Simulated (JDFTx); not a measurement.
# SnTe under changes of volume

One of the cells (31.281 Å³/atom); the others are scaled copies at fixed shape and fractional positions:

```
CELL_PARAMETERS angstrom
0.00000 3.15085 3.15085
3.15085 0.00000 3.15085
3.15085 3.15085 0.00000
ATOMIC_POSITIONS crystal
Te 0.50000 0.50000 0.50000
Sn 0.00000 0.00000 0.00000
```

| Quantity | Value |
| --- | --- |
| Program | JDFTx 1.7.0 (patched build) |
| Functional | r2SCAN |
| Potentials or basis | SG15-PBE-1.2 with smoothed tails |
| Cutoff | 1088 eV |
| Density cutoff | 8708 eV |
| k mesh | 5 × 5 × 5 |
| Occupations | fermi-dirac, width 0.05 eV |
| Spin | no spin polarisation |

| volume (Å³/atom) | energy over the lowest point (meV/atom) | pressure (GPa) |
| --- | --- | --- |
| 29.404 | 27.59 | 4.1 |
| 30.030 | ? | ? |
| 30.656 | 5.51 | 1.6 |
| 31.281 | 1.04 | 0.6 |
| 31.907 | 0.00 | -0.3 |
| 32.532 | 2.71 | -1.1 |
| 33.158 | 8.52 | -1.9 |

What does the run at 30.030 Å³/atom give?

Energy over the lowest point 14.21 meV/atom; pressure 2.8 GPa.

Worked out: A Birch-Murnaghan fit of order 3 (a polynomial in V^(-2/3)) to the other rows has its minimum at 31.74 Å³/atom with B0 = V·E''(V) = 46 GPa and B' = 3.3. It gives 14.33 meV/atom at 30.030 Å³/atom, against the run's 14.21, and -dE/dV = 2.8 GPa, against 2.8.

Energies are extrapolated to zero smearing.

Caveats: the potentials were made for another functional, which shifts forces and pressure.
